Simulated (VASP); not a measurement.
The system is Rh.

```
Rh
1.0
     2.58690    0.00000    0.00000
    -1.29345    2.24032    0.00000
     0.00000    0.00000    2.41714
Rh
1
Cartesian
  0.0000 0.0000 0.0000
```

The cell was built by a generator and needn't be a form met in nature.

| Quantity | Value |
| --- | --- |
| Program | VASP 6.6.1 |
| Task | relaxation of cell and atoms |
| Functional | r2SCAN |
| Potentials or basis | VASP PAW PBE potentials, release 64 (Rh_pv) |
| Cutoff | 600 eV |
| k mesh | 9 × 9 × 8 |
| Occupations | gaussian, width 0.1 eV |
| Spin | no spin polarisation |

At the start: pressure 18.4 GPa; volume 14.01 Å³/atom.

Task: Where does the relaxation end?

Result: Over 9 steps the energy falls by 65.9 meV/atom and the volume is 14.99 Å³/atom (+7.0 %); space group P6/mmm (No. 191, to 0.05 Å).

Step by step:
```tsv
step	energy change (eV)	largest force (eV/Å)	pressure (GPa)	volume (Å³)
1	0.0000	0.0000	18.42	14.01
2	0.1537	0.0000	-23.68	17.51
3	-0.0627	0.0000	-1.99	15.11
4	-0.0629	0.0000	-1.14	15.06
5	-0.0629	0.0000	-0.83	15.03
6	-0.0651	0.0000	1.31	14.93
7	-0.0658	0.0000	0.50	14.96
8	-0.0658	0.0000	-0.68	15.04
9	-0.0659	0.0000	0.02	14.99
```

Final structure:
```
Rh
1.0
     2.61539    0.00000    0.00000
    -1.30769    2.26499    0.00000
     0.00000    0.00000    2.53122
Rh
1
Direct
  0.00000 0.00000 0.00000
```

Caveat: the PAW data sets were made with another functional, which shifts forces and pressure a little.
